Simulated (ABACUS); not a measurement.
Crystal: Re.

```
CELL_PARAMETERS angstrom
0.00000 1.97500 1.97500
1.97500 0.00000 1.97500
1.97500 1.97500 0.00000
ATOMIC_POSITIONS crystal
Re 0.00000 0.00000 0.00000
```

This isn't the form of Re at room conditions, which is hcp.

```yaml
Program: ABACUS 3.10.1
Task: single point
Functional: PBE
Potentials_or_basis: PseudoDojo NC SR 0.4.1 PBE standard
Cutoff: 1361 eV
Density_cutoff: 5442 eV
Basis: DZP LCAO (the cutoffs set its grid)
k_mesh: 12 × 12 × 12
Occupations: fermi-dirac, width 0.05 eV
Spin: no spin polarisation
```

On this cell: pressure -8.0 GPa; band gap on the k mesh none (metal or under the smearing width).

The same run follows on a disturbed copy (cell strained at random at fixed volume):

```
Re
1.0
    -0.01177    2.02327    1.96577
     1.91022    0.03753    1.91646
     1.98270    2.04645   -0.03495
Re
1
Direct
  0.98654 0.01047 0.01073
```

Problem. What changes?

Solution. The energy (extrapolated to zero smearing) moves by +41.9 meV/atom; pressure -6.9 GPa; band gap on the k mesh none (metal or under the smearing width).

Stress tensor (GPa, compression positive):
```
 -3.34  -6.49   9.57
 -6.49 -12.86  -1.76
  9.57  -1.76  -4.46
```

Caveats: the atomic orbitals were generated for these runs and aren't a published set; the basis of atomic orbitals isn't converged, which shifts pressures, moduli and gaps.
